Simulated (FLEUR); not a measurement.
# Bi: band structure with PBEsol

Crystal: Bi.

```xyz
1
Lattice="-1.9814 1.9814 1.9814 1.9814 -1.9814 1.9814 1.9814 1.9814 -1.9814" Properties=species:S:1:pos:R:3 pbc="T T T"
Bi    0.0000    0.0000    0.0000
```

This isn't the form of Bi at room conditions, which is rhombohedral.

```json
{"Program": "FLEUR MaX-R8.1 (later development tree)", "Task": "band structure", "Functional": "PBEsol", "Potentials or basis": "all-electron", "Basis": "FLAPW", "Kmax": "4.1 1/bohr", "k mesh": "7 × 7 × 7", "Occupations": "fermi-dirac, width 0.05 eV", "Spin": "spin-orbit coupling, no magnetisation", "Gmax": "12.7 1/bohr", "Muffin-tin radii": "Bi 2.66 bohr", "lmax": "Bi 10", "lnonsphr": "Bi 10", "Local orbitals a species": "Bi 5", "Max iterations": "60", "Mixing factor": "0.05", "Mixer": "Anderson", "Mixer history": "15", "Density convergence": "1e-05 me/bohr^3"}
```

```
Band gap along the path                               : none (metal or under the smearing width)
Valence electrons inside the program's atomic spheres : Bi 18.82 (radii Bi 2.66 bohr)
```

Levels at the corners of the path, in eV from the Fermi level:
| point | band 18 | band 19 | band 20 | band 21 | band 22 | band 23 | band 24 | band 25 | band 26 | band 27 |
| --- | --- | --- | --- | --- | --- | --- | --- | --- | --- | --- |
| Γ | -13.71 | 2.86 | 2.86 | 6.08 | 6.08 | 6.08 | 6.08 | 8.91 | 8.91 | 10.24 |
| H | -8.54 | -3.15 | -3.15 | -1.39 | -1.39 | -1.39 | -1.39 | 3.31 | 3.31 | 3.31 |
| N | -10.65 | -5.35 | -5.35 | 1.18 | 1.18 | 3.55 | 3.55 | 5.76 | 5.76 | 7.39 |
| Γ | -13.71 | 2.86 | 2.86 | 6.08 | 6.08 | 6.08 | 6.08 | 8.91 | 8.91 | 10.24 |
| P | -10.12 | -3.42 | -3.42 | -2.10 | -2.10 | -2.10 | -2.10 | 13.46 | 13.46 | 15.40 |
| H | -8.54 | -3.15 | -3.15 | -1.39 | -1.39 | -1.39 | -1.39 | 3.31 | 3.31 | 3.31 |
| P | -10.12 | -3.42 | -3.42 | -2.10 | -2.10 | -2.10 | -2.10 | 13.46 | 13.46 | 15.40 |
| N | -10.65 | -5.35 | -5.35 | 1.18 | 1.18 | 3.55 | 3.55 | 5.76 | 5.76 | 7.39 |

Core levels (eV from the Fermi level):
```
atom                                                                                                                                                                                                                                                     levels
1 Bi  1s1/2 -90489.9, 2s1/2 -16241.6, 2p1/2 -15603.6, 2p3/2 -13284.6, 3s1/2 -3917.3, 3p1/2 -3629.4, 3p3/2 -3110.1, 4s1/2 -896.1, 3d3/2 -2638.9, 3d5/2 -2528.8, 4p1/2 -771.0, 4p3/2 -643.0, 5s1/2 -153.6, 4d3/2 -439.7, 4d5/2 -415.8, 4f5/2 -151.8, 4f7/2 -146.3
```

Run time: 7.1 min on 1 thread of Arm Neoverse V2, on a shared host, peak memory 0.21 GiB.
